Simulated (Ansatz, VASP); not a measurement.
CuO2 in VASP and in Ansatz

File INCAR:

```
  ALGO = Normal
  EDIFF = 1E-7
  EDIFFG = -0.01
  ENCUT = 600
  GGA = PE
  IBRION = 2
  ISIF = 3
  ISMEAR = 0
  ISPIN = 2
  LASPH = True
  LCHARG = False
  LDAU = True
  LDAUJ = 0 0
  LDAUL = 2 -1
  LDAUPRINT = 1
  LDAUTYPE = 2
  LDAUU = 4 0
  LMAXMIX = 4
  LORBIT = 11
  LREAL = False
  LWAVE = False
  MAGMOM = 1 0 0
  NELM = 150
  NSW = 80
  PREC = Accurate
  SIGMA = 0.1
```

The input KPOINTS:

```
k-points
0
Gamma
  14 14 14
```

Contents of POSCAR:

```
CuO2
1.0
    0.0000000000      2.4441472340      2.4441472340
    2.4441472340      0.0000000000      2.4441472340
    2.4441472340      2.4441472340      0.0000000000
Cu O
1 2
Direct
    0.0000000000      0.0000000000      0.0000000000
    0.2500000000      0.2500000000      0.2500000000
    0.7500000000      0.7500000000      0.7500000000
```

Input for Ansatz:

```yaml
crystal:
  lattice:
    - [0.0, 2.444147234, 2.444147234]
    - [2.444147234, 0.0, 2.444147234]
    - [2.444147234, 2.444147234, 0.0]
  atoms:
    - { symbol: Cu, position: [0.0, 0.0, 0.0], spin: 1.0 }
    - { symbol: O, position: [0.25, 0.25, 0.25] }
    - { symbol: O, position: [0.75, 0.75, 0.75] }
basis:
  ecutwfc: 420
kpoints:
  mp_grid: { grid: [14, 14, 14] }
hamiltonian:
  xc: pbe
  hubbard: { sites: [{ species: Cu, l: d, u_eff: 4.0 }] }
scf:
  occupations: { method: gaussian, width: 0.1 }
output:
  forces: true
  stress: true
  eigenvalues: true
  populations: true
magnetization:
  spin_polarized: true
relax:
  adjacent_minimum: "off"
  f_tol: 0.01
  max_steps: 60
  cell: { stress_tol: 0.05 }
```

Alike in both runs: task relaxation of cell and atoms; functional PBE; k mesh 14 × 14 × 14; occupations gaussian, width 0.1 eV; collinear spin; Hubbard terms Cu d U = 4.0 eV.

|  | VASP | Ansatz |
| --- | --- | --- |
| version | VASP 6.6.1 | Ansatz 0.2.0 |
| potentials or method | VASP PAW PBE potentials, release 64 (Cu, O) | scalar-relativistic, plane waves, PAW |
| plane-wave cutoff (eV) | 600 | 420 |
| valence electrons in the cell | 23 | 31 |

```csv
,VASP,Ansatz,Ansatz less VASP
"gap on the k mesh at the Fermi level, each at its own relaxed structure (eV)",none,none,-
net moment per atom (μB),0.78,0.76,-0.014
size of the moment on the site where the two differ most (μB),0.74,0.81,+0.066
relaxed volume (Å³/atom),9.48,9.73,+0.253
relaxed cell length with the largest relative difference (Å),3.426,3.457,+0.0302
energy change over the relaxation (meV/atom),-3,0,+2.7
```

Site moments also hang on the region over which each program counts them. The programs project onto different local orbitals, so the same U acts differently. A gap of «none» marks a metal or a gap that the smearing closes. The two sets of potentials don't hold the same shells in valence. Ansatz warned: «filled_band_counts_differ_across_k_points».

Caveats: a cell with one magnetic atom can't hold antiferromagnetic order, which such compounds often take. The state reached can hang on the start; a lower one may exist.
